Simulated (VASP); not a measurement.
Input of a VASP 6.6.1 run:

The input INCAR:

```
SYSTEM = BeSe
PREC = Accurate ; ENCUT = 600
EDIFF = 1E-7 ; ISMEAR = -1
SIGMA = 0.0241 ; LREAL = .False.
LASPH = .True. ; NELM = 150
ALGO = Normal ; ISIF = 3
LWAVE = .False. ; LCHARG = .False.
ISPIN = 2 ; MAGMOM = 0 0
LORBIT = 11 ; GGA = PE
IBRION = 2 ; NSW = 60
EDIFFG = -0.01 ; NELECT = 9.0
```

The input KPOINTS:

```
Automatic mesh
0
Gamma
  6 6 6
  0 0 0
```

File POSCAR:

```
BeSe
1.0
    0.0000000000      2.5735910000      2.5735910000
    2.5735910000      0.0000000000      2.5735910000
    2.5735910000      2.5735910000      0.0000000000
Be Se
1 1
Direct
    0.0000000000      0.0000000000      0.0000000000
    0.2500000000      0.2500000000      0.2500000000
```

Potentials or basis: VASP PAW PBE potentials, release 64 (Be, Se).

Launch:

```console
$ cat potpaw_PBE.64/Be/POTCAR potpaw_PBE.64/Se/POTCAR > POTCAR
$ mpirun -np 1 vasp_std > vasp.out
```

Question: What does it give for the relaxed volume?

Answer: 45.66 Å³/atom.

Question: Estimate the net moment.

Answer: 0.00 μB per cell.

Question: Estimate the band gap on the k mesh.

Answer: None (metal or under the smearing width).

Question: What does it give for the space group after relaxing (to 0.05 Å)?

Answer: F-43m (No. 216).

Step by step:
| step | energy change (eV) | largest force (eV/Å) | pressure (GPa) | volume (Å³) |
| --- | --- | --- | --- | --- |
| 1 | 0.0000 | 0.0000 | 46.64 | 34.09 |
| 2 | -3.3576 | 0.0000 | 5.84 | 64.91 |
| 3 | -3.6505 | 0.0000 | 2.07 | 77.40 |
| 4 | -3.6789 | 0.0000 | -0.91 | 107.00 |
| 5 | -3.7262 | 0.0000 | -0.29 | 95.09 |
| 6 | -3.7294 | 0.0000 | 0.03 | 91.32 |

Caveat: the cell carries a net charge on a neutralising background, which shifts energy and pressure; the cell is charged against a uniform background, so pressure and absolute levels hang on convention; the volume moved by over 15 % at a fixed basis, so the end points are rough; the volume moved by +168 % from the deposited cell, more than functionals usually miss. PBE usually gives volumes a little too large and moduli too small.
